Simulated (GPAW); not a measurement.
BN:

```
CELL_PARAMETERS angstrom
0.00000 1.81300 1.81300
1.81300 0.00000 1.81300
1.81300 1.81300 0.00000
ATOMIC_POSITIONS crystal
N 0.25000 0.25000 0.25000
B 0.00000 0.00000 0.00000
```

The cell is a database's computed one.

- Program: GPAW 26.7.0
- Task: relaxation of cell and atoms
- Functional: RPBE
- Dispersion: D3(BJ)
- Potentials or basis: the program's PAW data sets (release 1.2.1) made for this functional
- Cutoff: 800 eV
- Basis: pw
- k mesh: 13 × 13 × 13
- Occupations: fermi-dirac, width 0.05 eV
- Spin: no spin polarisation

At the start: pressure -15.5 GPa; volume 5.96 Å³/atom.

Task: How do energy, volume and symmetry change on relaxing?

Result: Over 3 steps the energy falls by 10.2 meV/atom and the volume is 5.71 Å³/atom (-4.2 %); space group F-43m (No. 216, to 0.05 Å).

Step by step:
| step | energy change (eV) | largest force (eV/Å) | pressure (GPa) | volume (Å³) |
| --- | --- | --- | --- | --- |
| 1 | 0.0000 | 0.0000 | -15.49 | 11.92 |
| 2 | -0.0111 | 0.0000 | -11.17 | 11.77 |
| 3 | -0.0204 | 0.0000 | 0.42 | 11.42 |

Final structure:
```xyz
2
Lattice="0.0000 1.7873 1.7873 1.7873 0.0000 1.7873 1.7873 1.7873 0.0000" Properties=species:S:1:pos:R:3 pbc="T T T"
N     0.8936    0.8936    0.8936
B     0.0000    0.0000    0.0000
```

Caveat: later steps reuse the first step's grids.
